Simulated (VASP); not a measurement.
C:

```
C
1.0
     2.12732   -1.22828    0.00000
     2.12732    1.22828    0.00000
    -1.37907    0.00000    3.50283
C
2
Direct
  0.83336 0.83336 0.00009
  0.16664 0.16664 0.99991
```

This is a stacking variant of graphite.

- Program: VASP 6.6.1
- Task: relaxation of cell and atoms
- Functional: PBE
- Dispersion: D3(BJ)
- Potentials or basis: VASP PAW PBE potentials, release 64 (C)
- Cutoff: 600 eV
- k mesh: 16 × 16 × 10
- Occupations: gaussian, width 0.1 eV
- Spin: no spin polarisation

At the start: pressure 2.7 GPa; volume 9.15 Å³/atom.

**Question.** Where does the relaxation end?

**Answer.** Over 15 steps the energy falls by 2.7 meV/atom and the volume is 8.82 Å³/atom (-3.7 %); space group R-3m (No. 166, to 0.05 Å).

The path:
```
step  energy change (eV)  largest force (eV/Å)  pressure (GPa)  volume (Å³)
   1              0.0000                0.0041            2.68        18.31
   2              0.0093                0.0078           -7.62        18.71
   3             -0.0021                0.0016           -0.54        18.43
   4             -0.0021                0.0016           -0.47        18.42
   5             -0.0025                0.0032           -0.44        18.37
   6             -0.0035                0.0163           -0.33        18.21
   7             -0.0050                0.0429           -0.09        17.89
   8             -0.0043                0.0962            0.56        17.24
   9             -0.0053                0.0611            0.11        17.66
  10             -0.0049                0.2307           -0.28        17.60
  11             -0.0054                0.0346            0.00        17.64
  12             -0.0054                0.0305           -0.14        17.63
  13             -0.0054                0.0027           -0.07        17.64
  14             -0.0054                0.0089            0.07        17.63
  15             -0.0054                0.0042            0.01        17.63
```

Final structure:
```
C
1.0
     2.13483   -1.23254   -0.00263
     2.13483    1.23254   -0.00263
    -1.38824    0.00000    3.35215
C
2
Direct
  0.83336 0.83336 0.00013
  0.16664 0.16664 0.99987
```
